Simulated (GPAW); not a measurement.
# Bi2Se3 (Paraguanajuatite) (R-3m) in GPAW: single point with PBE

Aim: the single point of Bi2Se3 (Paraguanajuatite) with PBE.

Program: GPAW 26.7.0. These are calculated values, not measurements. Logs are shortened: lines on timing, memory, paths and dates and some standing lists are left out, and cuts for length are marked. The log counts tension as positive stress, the text compression.

**1. The crystal as given**

It takes space group R-3m (No. 166, trigonal). Conventional cell: a = 4.143 Å, b = 4.143 Å, c = 28.636 Å, α = 90.00°, β = 90.00°, γ = 120.00°. Bi (site symmetry 3m) is surrounded by 6 Se at 2.85 to 3.07 Å. Se (site symmetry 3m) has 3 Bi at 2.85 Å as nearest neighbours. Se (site symmetry -3m) has 6 Bi at 3.07 Å as nearest neighbours.

**2. Single point, PBE**

File run.py:

```python
from ase.dft.bandgap import bandgap
from ase.io import read, write
from ase.units import GPa
from gpaw import GPAW, PW

atoms = read('Bi2Se3.xyz')

calc = GPAW(mode=PW(500),
            xc='PBE',
            kpts={'size': (6, 6, 6), 'gamma': True},
            occupations={'name': 'fermi-dirac', 'width': 0.05},
            nbands=39,
            maxiter=120,
            txt='gpaw.txt')
atoms.calc = calc
energy = atoms.get_potential_energy()
forces = atoms.get_forces()
stress = atoms.get_stress()
calc.write('gs.gpw')
write('result.traj', atoms)
print(f'Energy: {energy:.6f} eV')
print('Forces (eV/A):')
print(forces.round(4))
print('Stress (GPa):', (stress / GPa).round(3))
print('Fermi level:', round(calc.get_fermi_level(), 4), 'eV')
print(f'Gap: {bandgap(calc)[0]:.4f} eV, direct: {bandgap(calc, direct=True)[0]:.4f} eV')
```

File Bi2Se3.xyz:

```xyz
5
Lattice="2.0715000000 1.1959810826 9.5453333333 -2.0715000000 1.1959810826 9.5453333333 0.0000000000 -2.3919621653 9.5453333333" Properties=species:S:1:pos:R:3 pbc="T T T"
Bi     0.0000000000     -0.0000000001     17.1586911999
Bi     0.0000000000      0.0000000000     11.4773088000
Se     0.0000000000     -0.0000000001     22.5737587999
Se     0.0000000000      0.0000000000      6.0622412000
Se     0.0000000000      0.0000000000      0.0000000000
```

Potentials or basis: GPAW PAW data sets (gpaw-data 1.2.1), pw.

On the command line:

```console
OMP_NUM_THREADS=1 python run.py
```

gpaw.txt:

```text
__  _  _
 | _ |_)|_||  |
 |__||  | ||/\| - 26.7.0

Input parameters:
  mode=PW(ecut=500.0),
  kpts=MonkhorstPack(size=(6, 6, 6), gamma=True),
  maxiter=120,
  nbands=39,
  occupations=Occupations(name='fermi-dirac', width=0.05),
  xc=XC(name='PBE')

Diagonalizing LCAO Hamiltonian
Converting LCAO to pw mode

       Se

       Bi

       Bi

       Se

       Se

Atoms  # Å, Bohr magnetons
|   | symbol |        x |         y |         z |    initial magnetic moments |
|---|--------|----------|-----------|-----------|-----------------------------|
| 0 |     Bi | 0.000000 | -0.000000 | 17.158691 | ( 0.0000,  0.0000,  0.0000) |
| 1 |     Bi | 0.000000 |  0.000000 | 11.477309 | ( 0.0000,  0.0000,  0.0000) |
| 2 |     Se | 0.000000 | -0.000000 | 22.573759 | ( 0.0000,  0.0000,  0.0000) |
| 3 |     Se | 0.000000 |  0.000000 |  6.062241 | ( 0.0000,  0.0000,  0.0000) |
| 4 |     Se | 0.000000 |  0.000000 |  0.000000 | ( 0.0000,  0.0000,  0.0000) |

Unit cell  # Å
| periodic |         x |         y |        z |  lengths |    angles |
|----------|-----------|-----------|----------|----------|-----------|
|      yes |  2.071500 |  1.195981 | 9.545333 | 9.840471 | 24.304273 |
|      yes | -2.071500 |  1.195981 | 9.545333 | 9.840471 | 24.304273 |
|      yes |  0.000000 | -2.391962 | 9.545333 | 9.840471 | 24.304273 |

Number of symmetries: 12
Symmetry operations  # r_c * U_cc + t_c -> r_c
|    | kind |            matrix            |
|----|------|------------------------------|
|  0 |  E   |  1, 0, 0,  0, 1, 0,  0, 0, 1 |
|  1 |  σ   |  1, 0, 0,  0, 0, 1,  0, 1, 0 |
|  2 |  σ   |  0, 1, 0,  1, 0, 0,  0, 0, 1 |
|  3 |  C3  |  0, 1, 0,  0, 0, 1,  1, 0, 0 |
|  4 |  C3  |  0, 0, 1,  1, 0, 0,  0, 1, 0 |
|  5 |  σ   |  0, 0, 1,  0, 1, 0,  1, 0, 0 |
|  6 |  C2  |  0, 0,-1,  0,-1, 0, -1, 0, 0 |
|  7 |  S6  |  0, 0,-1, -1, 0, 0,  0,-1, 0 |
|  8 |  S6  |  0,-1, 0,  0, 0,-1, -1, 0, 0 |
|  9 |  C2  |  0,-1, 0, -1, 0, 0,  0, 0,-1 |
| 10 |  C2  | -1, 0, 0,  0, 0,-1,  0,-1, 0 |
| 11 |  i   | -1, 0, 0,  0,-1, 0,  0, 0,-1 |

BZ-sampling:
  Number of BZ points: 216
  Number of IBZ points: 32

  Monkhorst-Pack size: [6, 6, 6]
  Monkhorst-Pack shift: [0.08333333333333333, 0.08333333333333333, 0.08333333333333333]

K-points  # in reciprocal-cell coordinates
|     |                                coordinates |     weight |
|-----|--------------------------------------------|------------|
|   0 | (  0.00000000,   0.00000000,   0.00000000) | 0.00462963 |
|   1 | (  0.16666667,   0.00000000,  -0.16666667) | 0.02777778 |
|   2 | (  0.16666667,   0.00000000,   0.00000000) | 0.02777778 |
|   3 | (  0.16666667,   0.16666667,  -0.16666667) | 0.02777778 |
|   4 | (  0.16666667,   0.16666667,   0.00000000) | 0.02777778 |
|   5 | (  0.16666667,   0.16666667,   0.16666667) | 0.00925926 |
|   6 | (  0.33333333,  -0.16666667,  -0.16666667) | 0.02777778 |
|   7 | (  0.33333333,   0.00000000,  -0.33333333) | 0.02777778 |
|   8 | (  0.33333333,   0.00000000,  -0.16666667) | 0.05555556 |
|   9 | (  0.33333333,   0.00000000,   0.00000000) | 0.02777778 |
| ... |                                            |            |
|  31 | (  0.50000000,   0.50000000,   0.50000000) | 0.00462963 |

Plane wave coefficients: 3629
Cutoff: 500.0 eV

Spin-components: 1 (collinear spins)
Bands:           39
Projectors:      27
Spin-degeneracy: 2
Datatype:        complex128

Parallelization:
  kpt:    1
  domain: 1
  band:   1

Density:
  Valence electrons: 48.0
  Components: 1
  Grid points: [54 54 54]
  Charge: 0.0  # |e|

Potential:
  Grid points: [54 54 54]

species:
  Bi:
    name:    Bismuth
    Z:       83.0
    valence: 15
    core:    68
    charge:  0.0  # [|e|]
    compensation charges:
      type: gauss
      rc: 0.38  # [Å]
      lmax: 2
    cutoffs:
      filter: 2.23  # [Å]
      core: 2.33  # [Å]
    projectors
    | kind |    occ | energy [eV] | rcut [Å] |
    |------|--------|-------------|----------|
    |   6s |  2.000 |     -14.385 |    1.286 |
    |   6p |  3.000 |      -4.580 |    1.275 |
    |   5d | 10.000 |     -27.119 |    1.349 |
    |    s |        |      12.827 |    1.286 |
    |    p |        |      22.631 |    1.275 |
    |    d |        |       0.093 |    1.349 |

    Using partial waves for Bi as LCAO basis

  Se:
    name:    Selenium
    Z:       34.0
    valence: 6
    core:    28
    charge:  0.0  # [|e|]
    compensation charges:
      type: gauss
      rc: 0.27  # [Å]
      lmax: 2
    cutoffs:
      filter: 1.77  # [Å]
      core: 2.67  # [Å]
    projectors
    | kind |    occ | energy [eV] | rcut [Å] |
    |------|--------|-------------|----------|
    |   4s |  2.000 |     -17.277 |    0.847 |
    |   4p |  4.000 |      -6.512 |    1.005 |
    |    s |        |       9.935 |    0.847 |
    |    p |        |      20.699 |    1.005 |
    |    d |        |       0.000 |    0.847 |

    Using partial waves for Se as LCAO basis

Reference energy: -1368007.362297  # eV

eigensolver:
  PPCG
  Converge bands: occupied
  niter=2

density mixing:
  MSR1-Mixer
  Pratt-step length: 0.05
  Maximum mixing coefficient: 0.75
  Old densities: 10
  SVD Regularization: 0.005
  Good broyden scale: 1.0
  Trust region scale: 1.0
  Backstep threshold: 4.0
  History deletion threshold: 6.0
  Fourier metric: weight=20.0, sigma=0.015

occupation numbers:
  Fermi-Dirac:
    width: 0.0500  # eV

poisson solver:
  ecut: 4000.0  # eV

xc functional:
  name: PBE with 2 nearest neighbor stencil

convergence criteria:
- Maximum [total energy] change in last 3 cyles: 0.0005 eV / valence electron
- Maximum integral of absolute [dens]ity change: 0.0001 electrons / valence electron
- Maximum integral of absolute [eigenst]ate change: 4e-08 eV^2 / valence electron
maximum number of iterations: 120

SCF iterations
|iter     | |      energy | eigst |  dens |
|---------|-|-------------|-------|-------|
|iter:   1| |  -22.286934 | -0.03 |       |
|iter:   2| |  -22.154312 | -2.03 | -1.17 |
|iter:   3| |  -21.787377 | -2.33 | -1.24 |
|iter:   4| |  -21.680131 | -3.12 | -1.56 |
|iter:   5| |  -21.675458 | -3.74 | -1.92 |
|iter:   6| |  -21.676163c| -4.18 | -2.25 |
|iter:   7| |  -21.676274c| -5.41 | -3.31 |
|iter:   8| |  -21.676300c| -5.97 | -3.77 |
|iter:   9| |  -21.676302c| -6.77 | -4.39c|
|iter:  10| |  -21.676302c| -7.59c| -4.96c|

Converged in 10 steps
Energy contributions relative to reference atoms: (reference = -1368007.362297)

Energy contributions:
  Kinetic:          65.058525
  Coulomb:         -61.873493
  Zero:             -3.142477
  External:          0.000000
  Xc:              -21.718646
  Entropy:          -0.000423
  Spinorbit:         0.000000
  ----------------------------
  Free energy:     -21.676514
  Extrapolated:    -21.676302

dipole moment: (0.000000, 0.000000, -105.410034)  # |e|*Ang

Fermi level: 6.004
Eigenvalues  # (at kpt = [0.000, 0.000, 0.000])
| band index |      eig [eV] | occ [0-2] |
|------------|---------------|-----------|
|          0 |       -17.418 |     2.000 |
|        ... |               |           |
|         16 |         3.780 |     2.000 |
|         17 |         4.002 |     2.000 |
|         18 |         4.002 |     2.000 |
|         19 |         4.003 |     2.000 |
|         20 |         4.003 |     2.000 |
|         21 |         4.665 |     2.000 |
[... 8 lines left out ...]
|         30 |        11.716 |     0.000 |
|         31 |        12.885 |     0.000 |
|        ... |               |           |
|         38 |        14.588 |     0.000 |

Gap: 0.196 eV
Transition (v -> c):
  (s=0, k=0, n=23, [0.00, 0.00, 0.00]) -> (s=0, k=0, n=24, [0.00, 0.00, 0.00])
No difference between direct/indirect transitions

Forces  # eV/Ang
|        x |        y |        z |
|----------|----------|----------|
|  0.00000 | -0.00000 |  0.19249 |  # Bi   0
|  0.00000 |  0.00000 | -0.19249 |  # Bi   1
|  0.00000 | -0.00000 |  0.17862 |  # Se   2
|  0.00000 |  0.00000 | -0.17862 |  # Se   3
| -0.00000 |  0.00000 |  0.00000 |  # Se   4

Stress tensor  # eV/Ang^3
|         x |         y |         z |
|-----------|-----------|-----------|
| -0.014798 |  0.000000 | -0.000000 |
| -0.000000 | -0.014798 | -0.000000 |
| -0.000000 | -0.000000 | -0.015116 |

# Writing to gs.gpw (mode='')
```

It took 4.7 min on 1 thread of Arm Neoverse V2, shared host; peak memory 0.51 GiB.

Results:

| Item | Value |
| --- | --- |
| Free energy | -21.6765 eV |
| Pressure | 2.4 GPa |
| Largest force | 0.192 eV/Å |
| Band gap on the k mesh | 0.20 eV, direct |

Forces on the atoms (eV/Å):
```
Bi   0.000  0.000  0.192
Bi   0.000  0.000 -0.192
Se   0.000  0.000  0.179
Se   0.000  0.000 -0.179
Se   0.000  0.000  0.000
```

Caveat: the cutoff is short for stress and forces, so pressures can be off by a GPa or more; spin-orbit coupling is left out, which as a rule narrows the gap of such compounds by several tenths of an eV; the program warned that so skewed a cell can give wrong results.
